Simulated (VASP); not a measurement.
Set up this calculation in VASP 6.6.1, as the native input.

```
Task                   : single point
Functional             : PBE
Potentials or basis    : VASP PAW PBE potentials, release 64 (Al, N)
Cutoff                 : 520 eV
k mesh                 : 9 × 9 × 6
Occupations            : gaussian, width 0.05 eV
Spin                   : no spin polarisation
Dipole correction      : no
Further INCAR settings : ALGO = Normal; EDIFF = 1e-06; NBANDS = 16
```

The structure of AlN lies in POSCAR:

```
AlN
1.0
    3.1298889821      0.0000000000      0.0000000000
   -1.5649444910      2.7105633695      0.0000000000
    0.0000000000      0.0000000000      5.0169562974
Al N
2 2
Direct
    0.3052173201      0.6666666667      0.0017290859
    0.6947826799      0.3333333333      0.5017290859
    0.3582006313      0.6666666667      0.3832709141
    0.6417993687      0.3333333333      0.8832709141
```

The cell isn't the ideal one: mode 4 frozen in at -0.088 Å and mode 5 at +0.000 Å (largest displacements).

These files were run (other wordings do the same):

INCAR

```
ALGO     = Normal         # electronic algorithm
EDIFF    = 1E-6           # SCF threshold, eV
ENCUT    = 520            # plane-wave cutoff, eV
GGA      = PE             # functional
ISIF     = 2              # what is computed and relaxed
ISMEAR   = 0              # smearing method
LASPH    = True           # aspherical terms in the spheres
LCHARG   = False          # write CHGCAR
LREAL    = False          # projectors in reciprocal space
LWAVE    = False          # write WAVECAR
NBANDS   = 16             # bands
NELM     = 100            # most SCF steps
PREC     = Accurate       # precision mode
SIGMA    = 0.05           # smearing width, eV
```

KPOINTS

```
k-points
0
Gamma
  9 9 6
```

Potentials or basis: VASP PAW PBE potentials, release 64 (Al, N).

The run is started by

```console
$ cat potpaw_PBE.64/Al/POTCAR potpaw_PBE.64/N/POTCAR > POTCAR
$ mpirun -np 1 vasp_std > vasp.out
```

It gave:

| Item | Value |
| --- | --- |
| Pressure | -0.4 GPa |
| Largest force | 0.492 eV/Å |
| Band gap on the k mesh | 3.96 eV, direct |

It took 48 s on 1 thread of AMD EPYC 9R45 96-Core Processor (Zen 5), with other jobs on the host, peak memory 0.19 GiB.
